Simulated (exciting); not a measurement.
# Si (P-1) in exciting: band structure with LDA

Aim: the band structure of Si with LDA.

All numbers are computed with exciting (release sodium); they aren't measurements. Logs are shortened: lines on timing, memory, paths and dates and some standing lists are left out, and cuts for length are marked.

## (1) The crystal as given

The typed cell holds 2 atoms: a = 3.607 Å, b = 3.607 Å, c = 3.607 Å, α = 97.80°, β = 97.80°, γ = 136.76°.

This isn't the form of Si at room conditions, which is diamond.

## (2) Band structure, LDA

Input file input.xml:

```xml
<input>
  <title>Si</title>
  <structure speciespath="./" tshift="false">
    <crystal scale="1">
      <basevect>-4.481244195028 4.481244195028 2.511947533855</basevect>
      <basevect>4.481244195028 -4.481244195028 2.511947533855</basevect>
      <basevect>4.481244195028 4.481244195028 -2.511947533855</basevect>
    </crystal>
    <species speciesfile="Si.xml" rmt="2">
      <atom coord="0.491864000000 0.519732000000 0.034142000000"/>
      <atom coord="0.236022000000 0.756806000000 0.485060000000"/>
    </species>
  </structure>
  <groundstate do="fromscratch" ngridk="11 11 11" rgkmax="7.5" gmaxvr="14" lmaxapw="10" lmaxmat="10" lmaxvr="8" xctype="LDA_PW" stype="Gaussian" swidth="0.00183747" nempty="10" ValenceRelativity="iora*" epsengy="1e-05" epspot="1e-05" maxscl="60" outputlevel="normal"/>
  <properties>
    <bandstructure>
      <plot1d>
        <path steps="80">
          <point coord="0 0 0" label="G"/>
          <point coord="0 0 0.5" label="X"/>
          <point coord="-0.5 0.5 0.5" label="M"/>
          <point coord="0 0 0" label="G"/>
          <point coord="0.3285532063 0.3285532063 -0.3285532063" label="Z"/>
          <point coord="0.25 0.25 0.25" label="P"/>
          <point coord="0 0.5 0" label="N"/>
          <point coord="-0.3285532063 0.6714467937 0.3285532063" label="Z1"/>
          <point coord="-0.5 0.5 0.5" label="M" breakafter="true"/>
          <point coord="0 0 0.5" label="X"/>
          <point coord="0.25 0.25 0.25" label="P"/>
        </path>
      </plot1d>
    </bandstructure>
    <dos nwdos="300" winddos="-0.6 0.5" inttype="tetra" ngrdos="100" nsmdos="2" lmirep="true"/>
  </properties>
</input>
```

Potentials or basis: all-electron LAPW+lo, shipped species files, valence relativity iora*.

Command:

```console
$ OMP_NUM_THREADS=1 exciting_smp
```

INFO.OUT:

```text
================================================================================
EXCITING SODIUM started
[... 10 lines left out ...]

 Lattice vectors (cartesian) :
     -4.4812441950      4.4812441950      2.5119475339
      4.4812441950     -4.4812441950      2.5119475339
      4.4812441950      4.4812441950     -2.5119475339

 Reciprocal lattice vectors (cartesian) :
      0.0000000000      0.7010536621      1.2506601397
      0.7010536621      0.0000000000      1.2506601397
      0.7010536621      0.7010536621      0.0000000000

 Unit cell volume                           :     201.7751953265
 Brillouin zone volume                      :       1.2293394787

 Species :    1 (Si)
     parameters loaded from                 :    Si.xml
     name                                   :    silicon
     nuclear charge                         :     -14.00000000
     electronic charge                      :      14.00000000
     atomic mass                            :   51196.73454000
     muffin-tin radius                      :       2.00000000
     # of radial points in muffin-tin       :     300

     atomic positions (lattice) :
       1 :   0.49186400  0.51973200  0.03414200
       2 :   0.23602200  0.75680600  0.48506000

 Total number of atoms per unit cell        :       2

 Spin treatment                             :    spin-unpolarised

 Number of Bravais lattice symmetries       :      16
 Number of crystal symmetries               :       1

 k-point grid                               :      11   11   11
 Total number of k-points                   :    1331
 k-point set is reduced with crystal symmetries

 R^MT_min * |G+k|_max (rgkmax)              :       7.50000000
 Species with R^MT_min                      :       1 (Si)
 Maximum |G+k| for APW functions            :       3.75000000
 Maximum |G| for potential and density      :      14.00000000

 G-vector grid sizes                        :      32    32    32
 Total number of G-vectors                  :    9311

 Maximum angular momentum used for
     APW functions                          :      10
     computing H and O matrix elements      :      10
     potential and density                  :       8
     inner part of muffin-tin               :       2

 Total nuclear charge                       :     -28.00000000
 Total electronic charge                    :      28.00000000
 Total core charge                          :      20.00000000
 Total valence charge                       :       8.00000000

 Number of empty states                     :      10
 Total number of valence states             :      15

 Maximum Hamiltonian size                   :     199
 Maximum number of plane-waves              :     191
 Total number of local-orbitals             :       8

 Exchange-correlation type                  :       3
     Perdew-Wang, Phys. Rev. B 45, 13244 (1992)

 Smearing scheme                            :    Gaussian
 Smearing width                             :       0.00183747

[... 17 lines left out ...]
+ SCF iteration number :    1                                                  +
++++++++++++++++++++++++++++++++++++++++++++++++++++++++++++++++++++++++++++++++
 Total energy                               :      -577.54595911
 _______________________________________________________________
 Fermi energy                               :         0.31986688
 Kinetic energy                             :       579.44077805
 Coulomb energy                             :     -1117.26334767
 Exchange energy                            :       -37.57264929
 Correlation energy                         :        -2.15074019

 DOS at Fermi energy (states/Ha/cell)       :        16.69363370

 Electron charges :
     core                                   :        20.00000000
     core leakage                           :         0.00772933
     valence                                :         8.00000000
     interstitial                           :         4.48892627
     charge in muffin-tin spheres :
                  atom     1    Si          :        11.75553687
                  atom     2    Si          :        11.75553687
     total charge in muffin-tins            :        23.51107373
     total charge                           :        28.00000000

++++++++++++++++++++++++++++++++++++++++++++++++++++++++++++++++++++++++++++++++
+ SCF iteration number :    2                                                  +
++++++++++++++++++++++++++++++++++++++++++++++++++++++++++++++++++++++++++++++++
 Total energy                               :      -577.70203680
 _______________________________________________________________
 Fermi energy                               :         0.31916914
 Kinetic energy                             :       579.36051010
 Coulomb energy                             :     -1117.33478245
 Exchange energy                            :       -37.57694993
 Correlation energy                         :        -2.15081452

 DOS at Fermi energy (states/Ha/cell)       :        16.56266062

 Electron charges :
     core                                   :        20.00000000
     core leakage                           :         0.00767957
     valence                                :         8.00000000
     interstitial                           :         4.48857293
     charge in muffin-tin spheres :
                  atom     1    Si          :        11.75571233
                  atom     2    Si          :        11.75571473
     total charge in muffin-tins            :        23.51142707
     total charge                           :        28.00000000

 RMS change in effective potential (target) :  0.120876E-01  ( 0.100000E-04)
 Absolute change in total energy   (target) :  0.156078      ( 0.100000E-04)
 Charge distance                   (target) :  0.187580E-02  ( 0.100000E-04)

++++++++++++++++++++++++++++++++++++++++++++++++++++++++++++++++++++++++++++++++
+ SCF iteration number :    3                                                  +
++++++++++++++++++++++++++++++++++++++++++++++++++++++++++++++++++++++++++++++++
 Total energy                               :      -577.82078884
 _______________________________________________________________
 Fermi energy                               :         0.31857014
 Kinetic energy                             :       579.29262099
 Coulomb energy                             :     -1117.38256095
 Exchange energy                            :       -37.57997700
 Correlation energy                         :        -2.15087188

 DOS at Fermi energy (states/Ha/cell)       :        16.30240051

 Electron charges :
     core                                   :        20.00000000
     core leakage                           :         0.00764243
     valence                                :         8.00000000
     interstitial                           :         4.48803968
     charge in muffin-tin spheres :
                  atom     1    Si          :        11.75597860
                  atom     2    Si          :        11.75598172
     total charge in muffin-tins            :        23.51196032
     total charge                           :        28.00000000
[... 184 lines left out ...]
 DOS at Fermi energy (states/Ha/cell)       :        15.88879240

 Electron charges :
     core                                   :        20.00000000
     core leakage                           :         0.00756815
     valence                                :         8.00000000
     interstitial                           :         4.48617302
     charge in muffin-tin spheres :
                  atom     1    Si          :        11.75691187
                  atom     2    Si          :        11.75691511
     total charge in muffin-tins            :        23.51382698
     total charge                           :        28.00000000

 RMS change in effective potential (target) :  0.498445E-07  ( 0.100000E-04)
 Absolute change in total energy   (target) :  0.596124E-06  ( 0.100000E-04)
 Charge distance                   (target) :  0.533829E-07  ( 0.100000E-04)

++++++++++++++++++++++++++++++++++++++++++++++++++++++++++++++++++++++++++++++++
+ SCF iteration number :   11                                                  +
++++++++++++++++++++++++++++++++++++++++++++++++++++++++++++++++++++++++++++++++
 Total energy                               :      -578.06217241
 _______________________________________________________________
 Fermi energy                               :         0.31708553
 Kinetic energy                             :       579.11776436
 Coulomb energy                             :     -1117.44442495
 Exchange energy                            :       -37.58453637
 Correlation energy                         :        -2.15097544

 DOS at Fermi energy (states/Ha/cell)       :        15.88878637

 Electron charges :
     core                                   :        20.00000000
     core leakage                           :         0.00756815
     valence                                :         8.00000000
     interstitial                           :         4.48617302
     charge in muffin-tin spheres :
                  atom     1    Si          :        11.75691199
                  atom     2    Si          :        11.75691498
     total charge in muffin-tins            :        23.51382698
     total charge                           :        28.00000000

 RMS change in effective potential (target) :  0.320854E-08  ( 0.100000E-04)
 Absolute change in total energy   (target) :  0.125363E-06  ( 0.100000E-04)
 Charge distance                   (target) :  0.164697E-07  ( 0.100000E-04)

++++++++++++++++++++++++++++++++++++++++++++++++++++++++++++++++++++++++++++++++
| Convergency criteria checked for the last 2 iterations                       +
| Convergence targets achieved. Performing final SCF iteration                 +
++++++++++++++++++++++++++++++++++++++++++++++++++++++++++++++++++++++++++++++++
 Total energy                               :      -578.06217260
 _______________________________________________________________
 Fermi energy                               :         0.31708553
 Kinetic energy                             :       579.11776425
 Coulomb energy                             :     -1117.44442503
 Exchange energy                            :       -37.58453638
 Correlation energy                         :        -2.15097544

 DOS at Fermi energy (states/Ha/cell)       :        15.88878720

 Electron charges :
     core                                   :        20.00000000
     core leakage                           :         0.00756815
     valence                                :         8.00000000
     interstitial                           :         4.48617302
     charge in muffin-tin spheres :
                  atom     1    Si          :        11.75691200
                  atom     2    Si          :        11.75691499
     total charge in muffin-tins            :        23.51382698
     total charge                           :        28.00000000

++++++++++++++++++++++++++++++++++++++++++++++++++++++++++++++++++++++++++++++++
[... 9 lines left out ...]
| EXCITING SODIUM stopped                                                      =
================================================================================
```

Wall time 11 min (1 thread of Arm Neoverse V2, shared host); peak memory 0.16 GiB.

What came out:

* Free energy: -15729.8738 eV
* Band gap on the k mesh: none (metal or under the smearing width)
* All electrons inside the program's atomic spheres: Si 11.76 (radii Si 2.0 bohr)

Levels at the corners of the path, in eV from the Fermi level:
```tsv
point	band 2	band 3	band 4	band 5	band 6	band 7
Γ	-2.51	-2.34	-1.79	1.48	7.56	8.78
X	-10.16	-0.34	1.17	2.46	2.97	7.93
M	-8.37	-6.68	-6.60	5.37	5.53	13.10
Γ	-2.51	-2.34	-1.79	1.48	7.56	8.78
Z	-6.08	-4.76	-4.44	-4.37	6.04	6.30
P	-6.07	-5.29	-4.96	3.79	4.61	5.96
N	-6.78	-2.27	-1.57	-1.52	0.83	4.82
Z1	-6.08	-4.76	-4.44	-4.37	6.04	6.30
M	-8.37	-6.68	-6.60	5.37	5.53	13.10
X	-10.16	-0.34	1.17	2.46	2.97	7.93
P	-6.07	-5.29	-4.96	3.79	4.61	5.96
```

States per cell in windows of 1 eV (zero at the Fermi level; states under -8 eV left out):
```tsv
from (eV)	total	Si2 p	Si1 p	Si1 s	Si2 s	Si1 d	Si2 d
-8.0	0.56	0.03	0.03	0.10	0.10	0.00	0.00
-7.0	0.56	0.05	0.05	0.07	0.07	0.00	0.00
-6.0	0.64	0.07	0.07	0.06	0.06	0.01	0.01
-5.0	0.72	0.09	0.09	0.05	0.05	0.01	0.01
-4.0	0.78	0.11	0.11	0.04	0.04	0.01	0.01
-3.0	0.99	0.16	0.16	0.04	0.04	0.02	0.02
-2.0	0.86	0.15	0.15	0.02	0.02	0.02	0.02
-1.0	0.69	0.11	0.11	0.03	0.03	0.02	0.02
0.0	0.69	0.10	0.10	0.03	0.03	0.02	0.02
1.0	0.80	0.10	0.10	0.04	0.04	0.04	0.04
2.0	0.92	0.10	0.10	0.05	0.05	0.05	0.05
3.0	0.99	0.12	0.12	0.05	0.05	0.05	0.05
4.0	1.05	0.13	0.13	0.04	0.04	0.06	0.06
5.0	1.11	0.15	0.15	0.04	0.04	0.06	0.06
6.0	1.07	0.15	0.15	0.03	0.03	0.07	0.07
7.0	1.15	0.17	0.17	0.03	0.03	0.07	0.07
```
